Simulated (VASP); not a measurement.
A run of VASP 6.6.1 is set up as follows.

Contents of POSCAR:

```
CaO                                     
1.0
    0.0000000000      2.4189568295      2.4189568295
    2.4189568295      0.0000000000      2.4189568295
    2.4189568295      2.4189568295     -0.0000000000
  Ca              O             
     1     1
Direct
     0.0000000000000000    0.0000000000000000    0.0000000000000000
     0.5000000000000000    0.5000000000000000    0.5000000000000000
```

Contents of INCAR.step1:

```
PREC = Accurate
ENCUT = 520
EDIFF = 1E-5
ISMEAR = 0
SIGMA = 0.02
LREAL = F
LASPH = T
NELM = 100
ALGO = Normal
ISIF = 2
LWAVE = T
GGA = PE
KPAR = 4
```

The input INCAR.step2:

```
PREC = Accurate
ENCUT = 520
EDIFF = 1E-7
ISMEAR = 0
SIGMA = 0.02
LREAL = F
LASPH = T
NELM = 100
ALGO = Normal
ISIF = 2
LWAVE = F
LCHARG = T
GGA = PE
LHFCALC = T
AEXX = 0.25
PRECFOCK = Fast
LVHAR = T
ISTART = 1
KPAR = 4
```

The input KPOINTS:

```
regular mesh
0
Gamma
  6 6 6
```

Potentials or basis: VASP PAW PBE potentials, release 64 (Ca_sv, O).

Run with:

```bash
$ cat potpaw_PBE.64/Ca_sv/POTCAR potpaw_PBE.64/O/POTCAR > POTCAR
$ cp INCAR.step1 INCAR
$ mpirun -np 4 vasp_std > vasp.out
$ cp INCAR.step2 INCAR
$ mpirun -np 4 vasp_std > vasp.out
```

Task: Estimate the band gap on the k mesh.

Result: 6.05 eV, indirect (least direct gap 6.48 eV).

Task: Predict the pressure.

Result: -2.2 GPa.

Caveat: the PAW data sets were made with another functional, which shifts forces and pressure a little. A k mesh can miss the band edges.
